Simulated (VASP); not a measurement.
# InP (F-43m) under uniaxial stress along [001]

Wanted: the response of InP to uniaxial stress along [001], as a table, with a fit that predicts a row left out.

Program: VASP 6.6.1. Level of theory: LDA; plane waves and PAW (In_d, P), in the first sound run; inputs show where later runs differ. Results are calculated unless marked as measured.

Report form: the programs' logs are mostly left out.

**1. The starting structure**

Symmetry: F-43m, No. 216, cubic system. Conventional cell: a = 5.869 Å, b = 5.869 Å, c = 5.869 Å, α = 90.00°, β = 90.00°, γ = 90.00°. Nearest to In lie 4 P at 2.54 Å. Nearest to P lie 4 In at 2.54 Å. Farther neighbours are not listed.

Structure file:

```cif
data_structure
_symmetry_space_group_name_H-M 'F-43m'
_symmetry_Int_Tables_number 216
_cell_length_a 5.8690
_cell_length_b 5.8690
_cell_length_c 5.8690
_cell_angle_alpha 90.000
_cell_angle_beta 90.000
_cell_angle_gamma 90.000
_cell_volume 202.16
loop_
_atom_site_label
_atom_site_type_symbol
_atom_site_symmetry_multiplicity
_atom_site_Wyckoff_symbol
_atom_site_fract_x
_atom_site_fract_y
_atom_site_fract_z
_atom_site_occupancy
In1 In 4 a 0.00000 0.00000 0.00000 1
P1 P 4 d 0.25000 0.25000 0.75000 1
```

**2. Relax the crystal, LDA**

The series starts from the cell that this level prefers, so that zero strain is near zero stress.

This step took 2 runs in a row; the last is shown.

Level: LDA; plane waves and PAW (In_d, P).

INCAR reads:

```
SYSTEM = InP
PREC = Accurate
ENCUT = 450
EDIFF = 1E-07
NELM = 120
ISMEAR = 0
SIGMA = 0.02
LREAL = .FALSE.
ALGO = Normal
GGA = CA
NBANDS = 15
LASPH = .TRUE.
LORBIT = 11
LWAVE = .FALSE.
LCHARG = .FALSE.
KPAR = 16
IBRION = 2
NSW = 40
ISIF = 3
EDIFFG = -0.005
POTIM = 0.4
```

POSCAR reads:

```
InP
1.0
    0.0000000000      2.9143007957      2.9143007957
    2.9143007957      0.0000000000      2.9143007957
    2.9143007957      2.9143007957      0.0000000000
In P
1 1
Direct
    0.0000000000      0.0000000000      0.0000000000
    0.2500000000      0.2500000000      0.2500000000
```

KPOINTS reads:

```
Automatic mesh
0
Gamma
9 9 9
0 0 0
```

The projector-augmented-wave data sets are In_d and P (LDA family, release 64).

Started as:

```
> mpirun -np 16 vasp_std
```

The job ended after 2.6 s (16 MPI ranks of AMD EPYC 9R45, shared host; peak memory 2.2 GiB; 30 s of CPU time).

Read from the output:

| Quantity | Value |
| --- | --- |
| energy(sigma→0) of the program | -9.6737 eV |
| stress, compression positive | xx, yy, zz -0.01, -0.01, -0.01 GPa |
| volume | 49.503 Å³ |
| ionic steps | 1 |

**3. Strain across the axis, LDA**

One member in full: the axis is strained by -1 %, and the two directions across it are strained alike until their mean stress is under 0.012 GPa or five steps are spent.

This step took 3 runs, each at a new trial strain with the atoms of the one before; the last is shown.

Level: LDA; plane waves and PAW (In_d, P); cell typed or built by script.

INCAR: that of step 2 with these lines changed.

```diff
@@ -15,7 +15,7 @@
 LCHARG = .FALSE.
-KPAR = 16
-IBRION = 2
-NSW = 40
-ISIF = 3
-EDIFFG = -0.005
-POTIM = 0.4
+KPAR = 4
+IBRION = 1
+NSW = 25
+ISIF = 2
+EDIFFG = -0.004
+POTIM = 0.3
```

POSCAR reads:

```
InP
1.0
    0.0000000000      2.9246784860      2.8851577880
    2.9246784860      0.0000000000      2.8851577880
    2.9246784860      2.9246784860      0.0000000000
In P
1 1
Direct
    0.0000000000      0.0000000000      0.0000000000
    0.2500000000      0.2500000000      0.2500000000
```

KPOINTS is that of step 2.

Started as:

```
> mpirun -np 4 vasp_std
```

Run time: 7.6 s. Hardware: 4 MPI ranks; peak memory 0.57 GiB; 26 s of CPU time.

Read from the output:

```
energy(sigma→0) of the program : -9.6728 eV
stress, compression positive   : xx, yy, zz 0.00, 0.00, 0.58 GPa
ionic steps                    : 1
```

**4. Band edges, HSE06**

Short lines in KPOINTS_OPT sample the zone centre along and across the axis, for masses, and the other valleys.

Level: HSE06; plane waves and PAW (In_d, P); cell typed or built by script.

INCAR reads:

```
SYSTEM = InP
PREC = Accurate
ENCUT = 450
EDIFF = 1E-06
NELM = 100
ISMEAR = 0
SIGMA = 0.02
LREAL = .FALSE.
ALGO = Normal
LHFCALC = .TRUE.
AEXX = 0.25
GGA = PE
HFSCREEN = 0.2
LASPH = .TRUE.
NBANDS = 14
PRECFOCK = Fast
LWAVE = .FALSE.
LCHARG = .FALSE.
KPAR = 4
```

POSCAR is that of step 3.

KPOINTS reads:

```
Automatic mesh
0
Gamma
5 5 5
0 0 0
```

KPOINTS_OPT reads:

```
Line mode
6
Line-mode
Reciprocal
  0.00000000   0.00000000   0.00000000
  0.02295936   0.02295936   0.00000000

  0.00000000   0.00000000   0.00000000
  0.00000000  -0.02327385  -0.02327385

  0.31000000   0.31000000   0.00000000
  0.50000000   0.50000000   0.00000000

  0.00000000   0.31000000   0.31000000
  0.00000000   0.50000000   0.50000000

  0.45000000   0.45000000   0.45000000
  0.50000000   0.50000000   0.50000000

  0.45000000   0.00000000   0.00000000
  0.50000000   0.00000000   0.00000000

  0.42500000   0.42500000   0.00000000
  0.42500000   0.44827385   0.02327385

  0.50000000   0.50000000   0.50000000
  0.48354290   0.51645710   0.50000000
```

Started as:

```
> mpirun -np 4 vasp_std
```

Run time: 5 min. Hardware: 4 MPI ranks; peak memory 1 GiB.

Numbers from this step:

```
energy(sigma→0) of the program : -10.0188 eV
```

**5. All members**

Hybrid runs start from orbitals of a short LDA run, not shown.

Runs beyond LDA use the data sets made with LDA; this shifts their levels slightly, and their total energies have another zero.

The other members went through these steps as far as the tables show, with the same cutoff and, step by step, the same mesh; 43 runs are not shown. The session took 3.1 core hours (wall time by ranks) on a shared machine.

```csv
strain along the axis (%),strain across the axis (%),"stress along the axis, tension positive (GPa)",energy above the unstrained row (meV/atom),"gap on the mesh, LDA (eV)"
-2.000,0.727,-1.134,1.819,0.544
-1.500,0.540,-0.861,1.032,0.559
-1.000,0.356,-0.579,0.470,0.573
-0.500,0.173,-0.291,0.125,0.588
0,-0.014,-0.002,0.000,0.602
0.500,-0.187,0.308,0.119,0.583
1.000,-0.364,0.617,0.467,0.564
1.500,-0.539,0.934,1.054,0.543
2.000,-0.712,1.255,1.880,0.523
```

Slopes at zero strain, from cubics through all rows: strain ratio -0.360, stress over strain 60 GPa.

Band edges at HSE06, counted from the valence-band top at Γ, with one row partly withheld:

```csv
strain along the axis (%),gap (eV),conduction band at Γ (eV),Δ or X valley along z (eV),Δ or X valley along x (eV),"lowest conduction level at L, [111] (eV)","lowest conduction level at L, [-111] (eV)",second valence level below the top (eV),third valence level below the top (eV)
-2.000,1.563,1.563,2.152,2.310,2.237,2.237,0.133,0.133
-1.500,1.578,1.578,2.201,2.320,2.261,2.261,0.101,0.101
-1.000,1.593,1.593,2.251,2.330,2.283,2.283,0.067,0.067
-0.500,1.607,1.607,2.302,2.341,2.304,2.304,0.034,0.034
0,1.622,1.622,2.353,2.352,2.324,2.324,0.000,0.001
0.500,?,?,2.370,2.330,2.307,2.307,0.000,0.035
1.000,1.580,1.580,2.388,2.308,2.289,2.289,0.000,0.070
1.500,1.558,1.558,2.405,2.287,2.269,2.269,0.000,0.106
2.000,1.536,1.536,2.422,2.265,2.247,2.247,0.000,0.142
```

Conduction masses, in electron masses:

```csv
strain along the axis (%),"conduction mass at Γ, along the strain axis or the normal of the plane","conduction mass at Γ, across the strain axis or in the plane","L [111] mass, longitudinal","L [111] mass, transverse along [1-10]"
-2.000,0.094,0.097,1.921,0.137
-1.500,0.094,0.096,1.970,0.139
-1.000,0.094,0.096,1.976,0.141
-0.500,0.094,0.095,1.986,0.143
0,0.094,0.094,2.011,0.146
0.500,0.095,0.094,1.971,0.148
1.000,0.095,0.093,1.984,0.150
1.500,0.094,0.092,1.994,0.153
2.000,0.094,0.091,1.938,0.155
```

**6. Working out the slope**

The quantity to fit is the conduction level at Γ above the mean of the three top valence levels at HSE06: 1.652, 1.645, 1.638, 1.630, 1.622, 1.603, 1.594, 1.583 eV in the rows shown.

A least-squares parabola through the 8 rows shown, with e the strain in %: E = − 0.001078 e² − 0.01714 e + 1.622 (eV), r.m.s. residual 2.2e-4 eV.

For the withheld row, e = 0.5, the fit gives 1.6129 eV.

**7. Checking the prediction**

The calculation gives 1.6128 eV, so the prediction is 0.0001 eV too high.

**8. Results**

| Item | Value |
| --- | --- |
| Poisson ratio | 0.360 |
| Young's modulus along the axis | 60 GPa |
| gap of the unstrained cell, HSE06 | 1.62 eV |
| slope at zero strain of the conduction level at Γ above the mean of the three top valence levels, HSE06 | -17 meV per % |
| error of the predicted row | 0.1 meV |
| valence shear potential \|b\|, HSE06 | 1.68 eV |

In words: As a check, the curvature of the energy gives 60 GPa for the same modulus (energy per volume = E/2 × strain²), 0 % from the slope of the stress. At HSE06 the lowest conduction valley is Γ throughout, and the gap runs between 1.54 and 1.62 eV. Without spin-orbit coupling the three valence levels split by 3|b| times the difference of the strains; the rows within 1 % give |b| = 1.68 eV. Hole masses are left out throughout, since the top bands are degenerate or cross in many series; of conduction masses, those of the Γ, L and (for Si and Ge under (001) strain) Δ valleys are kept where they change by under an eighth between rows. HSE06 ran on a coarser mesh than the semilocal levels. Spin-orbit coupling is left out at HSE06, so the valence splittings there lack it. Δ or X levels are the lowest on their line, refined by a parabola unless they lie at X; the gap is read from all points sampled and can differ from the lowest valley by some meV, or by tens of meV where strain moves the valence top off Γ. Temperature, zero-point motion and excitons are left out.

[Lines on the potential files, build, host, timing and source positions are cut from VASP's logs without a mark.]

[Logs are printed without paths, hosts, clocks, repeated set-up lines and the standing remarks that a program may print on its own settings, such as how far it seeks lower states.]

[Hosts, paths, dates, database ids (printed as entryN), source tags and the programs' standing remarks are cut or masked in the printed files.]

[In band tables of VASP the shares of atoms and orbitals are scaled to a sum of 1 inside the atoms' spheres.]
